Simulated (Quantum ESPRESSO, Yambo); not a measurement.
# A GW run on CaS (Oldhamite) in Yambo, with inputs changed, part 2 of 2

What do changed inputs do to GW on CaS (Oldhamite)?

Yambo 5.3.0; PBE and many-body steps on it, plane waves. Known limits of the many-body steps: not at the basis limit.

So far. Step 2 (Base): The gap on the mesh goes from 2.35 eV to 4.25 eV, a correction of +1.90 eV. Step 4 (Core charge in Vxc): Against G0W0 in Yambo (6×6×6 mesh, 120 bands, screening to 176.9 eV, Godby-Needs plasmon pole), the gap moves by −0.257 eV.

The database entry behind the starting cell differs from later determinations by our own check (0.1 to 0.3 % short, probably kX units), so it need not match the best structure at ambient conditions.

### 6. Damping of G

Level of this step: G0W0 on PBE, plane waves, norm-conserving pseudopotentials (Yambo).

gw7.in

```
HF_and_locXC
gw0
dyson
ppa
em1d
rim_cut
RandQpts= 1000000
RandGvec= 1 RL
EXXRLvcs= 56 Ry
VXCRLvcs= 224 Ry
Chimod= "HARTREE"
% BndsRnXp
 1 | 120 |
%
NGsBlkXp= 13 Ry
% LongDrXp
 1 | 1 | 1 |
%
% GbndRnge
 1 | 120 |
%
DysSolver= "n"
ExtendOut
PPAPntXp= 27.21138 eV
% QPkrange
 1 | 1 | 7 | 10 |
 13 | 13 | 7 | 10 |
%
GDamping= 1.0 eV
```

Launch:

```sh
> OMP_NUM_THREADS=1 mpirun -n 4 yambo -F gw7.in -J gw7,gw1_W -C gw7 > gw7.log
```

Output:

```text
 Yambo, version 5.3.0

 [02] CORE Variables Setup
 =========================

  [... cell, symmetries and grids as in the set-up ...]

  [02.05] Energies & Occupations
  ==============================

  [X] === General ===
  [X] Electronic Temperature                        :  0.000000  0.000000 [eV K]
  [X] Bosonic    Temperature                        :  0.000000  0.000000 [eV K]
  [X] Finite Temperature mode                       : no
  [X] El. density                                   :  0.34814E+24 [cm-3]
[...]
QP @ state[ 1 ] b range                          :   7  10
   QP @ state[ 2 ] K range                          :  13  13
   QP @ state[ 2 ] b range                          :   7  10
   GF energies kind                                 : Perdew, Burke & Ernzerhof(X)+Perdew, Burke & Ernzerhof(C)
   GF WF`s kind                                     : Perdew, Burke & Ernzerhof(X)+Perdew, Burke & Ernzerhof(C)
   Xs energies kind                                 : Perdew, Burke & Ernzerhof(X)+Perdew, Burke & Ernzerhof(C)
   Xs WF`s kind                                     : Perdew, Burke & Ernzerhof(X)+Perdew, Burke & Ernzerhof(C)

 [11] Game Over & Game summary
```

It took 4.2 min on 4 MPI ranks of Arm Neoverse N1, shared host; peak memory 1.5 GiB.

This step gave:

| Property | Result |
| --- | --- |
| G0W0 gap on the points computed | 4.264 eV |
| starting gap on the mesh | 2.353 eV |
| k of the valence top | 0, 0, 0 |
| k of the conduction bottom | 0, -0.5, -0.5 |
| least direct G0W0 gap on the computed points | 5.172 eV |

Against G0W0 in Yambo (6×6×6 mesh, 120 bands, screening to 176.9 eV, Godby-Needs plasmon pole), the gap moves by +0.009 eV.

### 7. More bands than the database holds

gw9.in, as its differences from gw7.in of step 6:

```diff
@@ -12,3 +12,3 @@
 % BndsRnXp
- 1 | 120 |
+ 1 | 360 |
 %
@@ -19,3 +19,3 @@
 % GbndRnge
- 1 | 120 |
+ 1 | 360 |
 %
@@ -28,2 +28 @@
 %
-GDamping= 1.0 eV
```

Launch:

```sh
> OMP_NUM_THREADS=1 mpirun -n 4 yambo -F gw9.in -J gw9 -C gw9 > gw9.log
```

Output:

```text
 Yambo, version 5.3.0

 [02] CORE Variables Setup
 =========================

  [... cell, symmetries and grids as in the set-up ...]

  [02.05] Energies & Occupations
  ==============================

  [X] === General ===
  [X] Electronic Temperature                        :  0.000000  0.000000 [eV K]
  [X] Bosonic    Temperature                        :  0.000000  0.000000 [eV K]
  [X] Finite Temperature mode                       : no
  [X] El. density                                   :  0.34814E+24 [cm-3]
  [X] Fermi Level                                   :  6.089354 [eV]

  [X] === Gaps and Widths ===
  [X] Conduction Band Min                           :  2.353334 [eV]
  [X] Valence Band Max                              :  0.000000 [eV]
  [X] Filled Bands                                  :   8
  [X] Empty Bands                                   :    9  120
  [X] Direct Gap                                    :  3.162367 [eV]
  [X] Direct Gap localized at k                     :  13
  [X] Indirect Gap                                  :  2.353334 [eV]
  [X] Indirect Gap between kpts                     :   1  13
  [X] Last valence band width                       :  1.385101 [eV]
  [X] 1st conduction band width                     :  2.871780 [eV]

 [03] Transferred momenta grid and indexing
 ==========================================

 IBZ Q-points                                      :  16
 BZ  Q-points                                      :  216

 K/Q-points units:
 rlu = crystal or reduced units; cc = cartesian coordinates; iku = interal k-units

 Q [ 1]         [rlu]:  0.000000  0.000000  0.000000
 Q [ 2]         [rlu]: -0.19371E-16 -0.54931E-17  0.16667
 Q [ 3]         [rlu]: -0.38742E-16 -0.10986E-16  0.33333
[...]
Q [ 8]         [rlu]:  0.86360E-17  0.16667     -0.33333
 Q [ 9]         [rlu]: -0.12746E-16  0.16667     -0.16667
 Q [10]         [rlu]: -0.11291E-16  0.33333      0.33333
     [... 4 further rows ...]
 Q [15]         [rlu]:  0.166667  0.333333 -0.333333
 Q [16]         [rlu]:  0.166667 -0.500000 -0.333333

 [04] Coloumb potential Random Integration (RIM)
 ===============================================

  [04.01] RIM initialization
  ==========================

  * Diagonal components only detected *

  8 x (sBL volume)        :  0.029622 [a.u.]
  sBZ random points       :  1000000
  Points outside the sBZ  :   7996195
  RL volume               :  0.799802 [a.u.]
  Integrated volume       :  0.800182 [a.u.]

  [04.02] RIM integrals
  =====================

  Gamma point sphere radius             :  0.056125 [a.u.]
  Points outside the sphere             :   799659
  [Int_sBZ(q=0) 1/q^2]*(Vol_sBZ)^(-1/3) =:  7.764404
                                 should be <:  7.795600

  Summary of Coulomb integrals for non-metallic bands |Q|[au] RIM/Bare

  Q [1] 0.100000E-4 0.995998 * Q [2] 0.168804 1.065683
  Q [5] 0.194918 1.063731 * Q [9] 0.275656 1.025994
  Q [6] 0.323236 1.019604 * Q [3] 0.337609 1.017314
[...]
Q [12] 0.551313 1.006539 * Q [15] 0.576576 1.006052
  Q [13] 0.584755 1.006039 * Q [16] 0.616386 1.005530

 [05] Dipoles
 ============

  [05.01] Setup: observables and procedures
  =========================================

  [RD./SAVE//ns.kb_pp_pwscf]------------------------------------------------------

[ERROR] STOP signal received while in[05.01] Setup: observables and procedures
[ERROR] Error in parallel wf distribution (Dipole ic)
```

Run time: 3 s. Hardware: 4 MPI ranks; peak memory 0.97 GiB.

The run stopped with an error after 3 s.

The program's words: [ERROR] STOP signal received while in[05.01] Setup: observables and procedures [ERROR] Error in parallel wf distribution (Dipole ic)

The fault put into this input: more bands than the database holds.

### 8. The runs together

Times are wall times on 4 MPI ranks of Arm Neoverse N1, shared host, good to a factor of about two.

```csv
run,mesh,bands,screening cutoff (eV),DFT gap (eV),gap on the mesh (eV),direct (eV),time
base,6×6×6,120,176.9,2.353,4.255,5.162,8.6 min
no random integration,6×6×6,120,176.9,2.353,4.220,5.126,4.2 min
core charge in Vxc,6×6×6,120,176.9,2.353,3.998,4.935,4.2 min
exchange cutoff,6×6×6,120,176.9,2.353,4.254,5.161,4.2 min
damping of G,6×6×6,120,176.9,2.353,4.264,5.172,4.2 min
```

### 9. Results

```yaml
base: 4.255 eV
no_random_integration: 4.220 eV
core_charge_in_vxc: 3.998 eV
exchange_cutoff: 4.254 eV
damping_of_g: 4.264 eV
known_limits: not at the basis limit
```

**Reading.** No random integration: −0.035 eV against base (keys changed: RandQpts). Core charge in Vxc: −0.257 eV against base (keys changed: UseNLCC). Exchange cutoff: no change against base (keys changed: EXXRLvcs). Damping of G: +0.009 eV against base (keys changed: GDamping). Bands and cutoff are finite, so the gap is not at the basis limit. The miss can reach some tenths of an eV and take either sign; the mesh is an error of its own. In the G0W0 runs levels were corrected at 2 k points alone, so a gap called «on the mesh» is the least over those, and an edge elsewhere would be missed.

[Paths, hosts, dates, memory and timing lines, banners, echoed tables and standing remarks are left out of the program output.]

[Logs are printed without paths, hosts, clocks, repeated set-up lines and the standing remarks that a program may print on its own settings, such as how far it seeks lower states.]

[Runs of the session that timed out or met a known fault of the program may be left out.]

[Hosts, paths, dates, database ids (printed as entryN), source tags and the programs' standing remarks are cut or masked in the printed files.]
